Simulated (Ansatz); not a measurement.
## Co (P-3m1): parallel moments on spinors

These are results of Ansatz 0.2.0, DFT, PBE, all-electron LAPW, scalar-relativistic, not measurements.

Command: `ansatz run input.yaml --threads 2 --pin off --max-ram 6144MiB --backend cpu --events-out ev --progress --plain --runs-dir out`

```yaml
crystal:
  lattice:
    - [2.4873648738, 0.0, 0.0]
    - [0.0, 4.3082423384, 0.0]
    - [1.2436824369, 2.1541211692, 4.0632895034]
  atoms:
    - { symbol: Co, position: [0.3700695, 0.0367361667, 0.259861], spin: 1.7, spin_axis: [0.0, 0.0, 1.0] }
    - { symbol: Co, position: [0.8700695, 0.5367361667, 0.259861], spin: 1.7, spin_axis: [0.0, 0.0, 1.0] }
    - { symbol: Co, position: [0.6299305, 0.9632638333, 0.740139], spin: 1.7, spin_axis: [0.0, 0.0, 1.0] }
    - { symbol: Co, position: [0.1299305, 0.4632638333, 0.740139], spin: 1.7, spin_axis: [0.0, 0.0, 1.0] }
magnetization:
  noncollinear: true
kpoints:
  mp_grid: { grid: [13, 8, 13] }
scf:
  occupations: { method: fermi_dirac, width: 0.08 }
  lower_state_search: "off"
hamiltonian:
  xc: pbe
  pseudopotentials: { kind: all_electron, lapw: { basis_error: 0.001 } }
output:
  eigenvalues: false
```

Output:

```
settings of this run that can trade accuracy for cost: output.eigenvalues: false. Do not mix this run's numbers with those of runs without the same settings; the input reference describes each key
LAPW: plane waves up to 9.282 Å⁻¹, error target 1.0e-3 eV per atom; small_component_spin mean_spin; Co in spheres of 1.211 Å, 17 of its electrons in bands, Dirac shells [] (how accurate: hamiltonian.pseudopotentials.lapw.basis_error, Limitations)
Engine: ansatz 0.2.0
Pseudopotentials: kind: all_electron
Pseudopotential: Co, LAPW, valence charge 17, lapw/all_electron/scalar/gaussian/Co, Koelling and Harmon's equation, gaussian nucleus
Functional definition: PBE
  parameter kappa = 0.804
  parameter beta = 0.06672455060314922
  exchange = pbe_x(kappa = kappa, mu = beta*pi^2/3)
  correlation = pbe_c(beta = beta)
Crystal: 4 atoms, lattice volume = 43.543 Å³
Basis set: ecut = 328.2356319146767 eV, 601 PW (Γ), exchange–correlation at level 2
Bands: 82, of which v1, the nominal top of the filled ones, is band 68 counted from 1 (67 counted from 0)
Symmetry: 8 space group operations + 8 with time reversal
Moments: of one size on atoms that these operations exchange, one fixing the others by the rotation that the starting moments gave each, and all in one plane where the starting moments lie in one or along one axis (crystal.symmetry.detect: false holds none)
k-points: 371 of 1352
Non-local potential: Co, projectors of the file, none
Initial density: superposition of atomic densities (chi_scale 0.1, normalization cell)
Starting moments: Σ|m| = 6.8 μB on 4 of 4 sites
Initial wavefunctions: plane waves of lowest kinetic energy (no species holds an atomic orbital)
Functional: x = pbe(κ = 0.804, μ = 0.2195149727645171), c = pbe(β = 0.06672455060314922)
iter 1 solved again at ethr=1.94e-4 eV; its pass at ethr=1.00e-1 eV (dr2=1.32e-1 eV) is discarded
SCF iter   1: F=—  HF=-151670.239971 eV  |F-HF|=—  |Δ(HF+E_count)|=         —  Δρ=1.41e-2  dr2=1.32e-1  dr2_m=1.95e-2  ethr=1.94e-4  |M|=6.36e0 ∫|m|=6.58e0 μB  β_m=0.30  ⟨swp⟩=2.8  Hψ=223022  notcnv=0
preconditioner: auto → Kerker (q_TF=auto, 2.939 Å⁻¹)  [metal: Δε(μ)=0.001 eV  Ē_g=5.219 eV  σ=0.080 eV  W_gap=0.00  n_scr=20 (ndim 8)  ℏωp=33.8 eV  f_vac=0.000  D(μ)=3.67/eV (n_scr^D=38)]
spin=Noncollinear: Kerker preconditioning applied to the charge; magnetization (m_x, m_y, m_z) channels mix plain (no charge-response kernel on spin).
SCF iter   2: F=—  HF=-151670.229658 eV  |F-HF|=—  |Δ(HF+E_count)|=   1.03e-2  Δρ=1.08e-2  dr2=8.96e-2  dr2_m=1.15e-2  ethr=1.94e-4  |M|=6.36e0 ∫|m|=6.66e0 μB  β_m=0.30  ⟨swp⟩=2.0  Hψ=89810  notcnv=0
SCF iter   3: F=—  HF=-151670.258651 eV  |F-HF|=—  |Δ(HF+E_count)|=   2.90e-2  Δρ=8.37e-3  dr2=6.24e-2  dr2_m=7.00e-3  ethr=1.32e-4  |M|=6.37e0 ∫|m|=6.74e0 μB  β_m=1.00  ⟨swp⟩=2.0  Hψ=89831  notcnv=0
iter 4 solved again at ethr=4.18e-6 eV; its pass at ethr=9.18e-5 eV (dr2=2.84e-3 eV) is discarded
SCF iter   4: F=—  HF=-151670.309695 eV  |F-HF|=—  |Δ(HF+E_count)|=   5.10e-2  Δρ=3.63e-3  dr2=2.82e-3  dr2_m=1.32e-3  ethr=4.18e-6  |M|=6.41e0 ∫|m|=6.98e0 μB  β_m=1.00  ⟨swp⟩=2.0  Hψ=155718  notcnv=0
SCF iter   5: F=—  HF=-151670.320290 eV  |F-HF|=—  |Δ(HF+E_count)|=         —  Δρ=1.60e-3  dr2=4.13e-4  dr2_m=2.55e-4  ethr=4.14e-6  |M|=6.45e0 ∫|m|=7.08e0 μB  β_m=1.00  ⟨swp⟩=3.0  Hψ=92360  notcnv=0
the basis was enlarged: its passes take 3.1 MiB over the memory plan, 2 of 2 planned eigensolver slots
SCF iter   6: F=—  HF=-151670.321546 eV  |F-HF|=—  |Δ(HF+E_count)|=   1.26e-3  Δρ=6.48e-4  dr2=1.41e-5  dr2_m=4.19e-5  ethr=6.08e-7  |M|=6.46e0 ∫|m|=7.11e0 μB  β_m=1.00  ⟨swp⟩=3.0  Hψ=94085  notcnv=0
SCF iter   7: F=—  HF=-151670.321749 eV  |F-HF|=—  |Δ(HF+E_count)|=   2.03e-4  Δρ=2.52e-4  dr2=2.97e-6  dr2_m=6.35e-6  ethr=2.07e-8  |M|=6.46e0 ∫|m|=7.13e0 μB  β_m=0.30  ⟨swp⟩=3.0  Hψ=101212  notcnv=0
Mixer restart at iter 7: flushing history
spin-set hold released at iteration 7 (site moments contracting): the magnetisation degrees of freedom join the quasi-Newton model from the next iteration; the mixer history was flushed
SCF iter   8: F=—  HF=-151670.321761 eV  |F-HF|=—  |Δ(HF+E_count)|=   1.18e-5  Δρ=2.05e-4  dr2=1.94e-6  dr2_m=4.20e-6  ethr=4.37e-9  |M|=6.47e0 ∫|m|=7.13e0 μB  β_m=0.50  ⟨swp⟩=2.0  Hψ=89759  notcnv=0
SCF iter   9: F=—  HF=-151670.321784 eV  |F-HF|=—  |Δ(HF+E_count)|=   2.29e-5  Δρ=5.17e-5  dr2=2.38e-7  dr2_m=2.66e-7  ethr=2.86e-9  |M|=6.47e0 ∫|m|=7.14e0 μB  β_m=0.47  ⟨swp⟩=3.0  Hψ=101447  notcnv=0
SCF iter  10: F=—  HF=-151670.321785 eV  |F-HF|=—  |Δ(HF+E_count)|=   8.74e-7  Δρ=6.23e-6  dr2=5.87e-9  dr2_m=4.86e-10  ethr=3.50e-10  |M|=6.47e0 ∫|m|=7.14e0 μB  β_m=0.39  ⟨swp⟩=3.0  Hψ=100578  notcnv=0
SCF iter  11: F=-151670.321785 eV  HF=-151670.321785 eV  |F-HF|=1.73e-8  |Δ(HF+E_count)|=   6.24e-8  Δρ=6.07e-6  dr2=6.97e-9  dr2_m=3.17e-10  ethr=8.63e-12  |M|=6.47e0 ∫|m|=7.14e0 μB  ⟨swp⟩=3.0  Hψ=103856  notcnv=0
SCF 1 converged in 11 iterations: F = -151670.321785 eV  dr2 = 6.97e-9
SCF converged after 11 iterations
Stability not checked: this state was not tested for a lower state beside it, because this non-collinear magnet's GGA is evaluated by the locally collinear projection, under which the energy is not smooth in the magnetisation (locally_collinear_gga; see scf.lower_state_search)
Magnetization: |M| = 6.4679 μB,  M = (-0.0000, +0.0000, +6.4679) μB
Absolute magnetization: 7.1385 μB (∫|m|)
Moment direction: held on its axis by an average over the rotations of spin about it
  site 0: m = (-0.0000, +0.0000, +1.6798) μB, |m| = 1.6798 μB  (R = 1.21 Å)
  site 1: m = (-0.0000, +0.0000, +1.6798) μB, |m| = 1.6798 μB  (R = 1.21 Å)
  site 2: m = (-0.0000, +0.0000, +1.6798) μB, |m| = 1.6798 μB  (R = 1.21 Å)
  site 3: m = (-0.0000, +0.0000, +1.6798) μB, |m| = 1.6798 μB  (R = 1.21 Å)
Free energy (F): -151670.321785 eV
Harris-Foulkes:  -151670.321785 eV  (|F-HF|=1.73e-8)
Internal energy: -151670.251190 eV  (E = F + TS)
E sigma→0 (E₀):  -151670.286488 eV
Entropy (-TS):   -0.070594 eV (-17.649 meV/atom)
Fermi energy:    19.034873 eV
--- Per-component energies (eV) ---
  E_band       = -954.231384
  E_kinetic    = 153926.916312
  E_xc         = -6499.333992
  E_electrostatic = -299097.833511  (all electrons and nuclei)
  E_smearing   = -0.070594  (= −TS)
  E_closure    = 0.000000  (closes the sum)
  E_atoms      = -151637.157050  (free atoms, spherical and without spin; not in F)
  Σ components = -151670.321785   (vs F -151670.321785, Δ=0.00e0)
  Basis errors (estimates in eV, not in F): energy 2.7e-4 per atom: plane waves 2.2e-4 (1.1e-4 summed), levels above the bands 5.3e-38, relativity 3.2e-8, radial functions 5.2e-5, core shells 2.0e-9; eigenvalues (radial functions only) 4.2e-7; not estimated: angular momenta, meshes, grids; target (lapw.basis_error) 1.0e-3; muffin-tin radii Co 1.211 Å
settings of this run that can trade accuracy for cost: output.eigenvalues: false. Do not mix this run's numbers with those of runs without the same settings; the input reference describes each key
```

Site moments (μB): Co1 (0.00, 0.00, 1.68); Co2 (0.00, 0.00, 1.68); Co3 (0.00, 0.00, 1.68); Co4 (0.00, 0.00, 1.68). Cell moment 6.47 μB.

The Ansatz runs typed with the search for lower states off end where their start leads. The magnetic state is the one that this cell and start allow. It needn't be the compound's measured order, which may need a larger cell or be absent.

It took 9.4 min on 2 threads of AMD EPYC 9R45 96-Core Processor (Zen 5), with other jobs on the host, peak memory 5.3 GiB.
